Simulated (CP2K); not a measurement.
Ni:

```
Ni
1.0
     2.45730    0.00000    0.00000
     1.22865    2.12808    0.00000
     1.22865    0.70936    2.00638
Ni
1
Direct
  0.00000 0.00000 0.00000
```

Base run:

* Program: CP2K 2026.2
* Functional: PBE
* Potentials or basis: POTENTIAL_UZH Ni GTH-PBE-q18; TZVP-MOLOPT-PBE-GTH basis
* Density cutoff: 8844 eV
* k mesh: 13 × 13 × 13
* Occupations: fermi-dirac, width 0.05 eV
* Spin: collinear spin, ferromagnetic start
* Starting moments: [1.0] μB

Its results: band gap on the k mesh none (metal or under the smearing width); pressure 7.7 GPa; net moment 0.64 μB per cell; site moments Ni +0.64 μB.

Problem. The run is repeated on the same cell with these changes: functional from PBE to PBEsol. What comes out?

Solution. Band gap on the k mesh none (metal or under the smearing width); pressure -3.1 GPa; net moment 0.64 μB per cell; site moments Ni +0.64 μB.

PBEsol binds more tightly than PBE, so the same cell stands under less pressure.

Caveats: the basis of atomic orbitals isn't converged, which shifts pressures, moduli and gaps; the potentials were made for another functional, which shifts forces and pressure (some runs).

Not every run made on this cell is shown here.
